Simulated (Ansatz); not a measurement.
Structure: a 3-atom cell of PtSe₂ started from a crystallographic database, at its r2SCAN+rVV10 minimum. The symmetry is P-3m1 (No. 164, trigonal); a = 3.729 Å, c = 5.277 Å in the conventional setting, 21.18 Å³ an atom. Pt is surrounded by 6 Se at 2.51 Å; Se is surrounded by 3 Pt at 2.51 Å.

```
Pt Se
1.0
     3.72866    0.00000    0.00000
    -1.86433    3.22911    0.00000
     0.00000    0.00000    5.27703
Pt Se
1 2
Direct
  0.00000 0.00000 0.00000
  0.33333 0.66667 0.24622
  0.66667 0.33333 0.75378
```

3 runs of the plane-wave code Ansatz on this cell differ in the functional (and in the settings that go with it). Levels are in eV from each run's valence top; v1 is the last filled band, c1 the first empty one.

Run A, mean stress +1.4 GPa (compression positive):
```tsv
point	v5	v3	v1	c1	c2	c3
Γ	-4.31	-1.27	0.00	1.45	1.45	4.14
M	-3.82	-3.70	-3.23	0.66	2.10	4.77
K	-5.01	-3.09	-2.09	-0.01	-0.01	4.15
A	-4.33	-2.01	-1.61	2.11	2.11	5.07
L	-3.83	-3.49	-1.75	1.00	1.48	4.41
H	-4.79	-3.99	-2.75	1.71	1.71	6.51
```

Run B, mean stress -3.5 GPa (compression positive):
```tsv
point	v5	v3	v1	c1	c2	c3
Γ	-4.08	-1.19	0.00	1.32	1.32	3.55
M	-3.74	-3.49	-3.13	0.47	1.96	4.37
K	-4.83	-2.98	-1.96	-0.21	-0.21	3.72
A	-4.10	-2.00	-1.53	1.98	1.98	4.48
L	-3.66	-3.29	-1.70	0.86	1.25	3.97
H	-4.66	-3.74	-2.58	1.56	1.56	6.04
```

Run C, mean stress -0.6 GPa (compression positive):
```tsv
point	v5	v3	v1	c1	c2	c3
Γ	-5.13	-1.40	0.00	1.72	1.72	4.18
M	-4.65	-4.19	-3.75	0.93	2.50	5.14
K	-5.67	-3.37	-2.57	0.20	0.20	4.52
A	-5.15	-2.47	-1.75	2.46	2.46	5.16
L	-4.65	-4.22	-1.97	1.28	1.83	4.80
H	-5.31	-4.65	-3.39	2.11	2.11	7.13
```

Task: Match the runs to LDA, r2SCAN, HSE06.

Result: A is r2SCAN, B is LDA, C is HSE06. In order of the gap: LDA none (overlap 0.22), r2SCAN none (overlap 0.04), HSE06 0.10 eV.

Calculated for a static, non-magnetic cell.

Spin-orbit coupling is left out, which matters wherever the heavy atoms make up the band edges.

The stress of a hybrid is loosely converged in these runs.

Where bands overlap, v1 and c1 are numbered by the electron count and aren't everywhere filled or empty.

Where bands overlap the cell is a metal at that level, and these k meshes limit energies, forces and stress. Overlaps of a few tenths of an eV in semilocal functionals can be an artefact that a hybrid or GW lifts.

The meshes of the hybrids are coarse, so their gaps aren't converged to the digits shown.
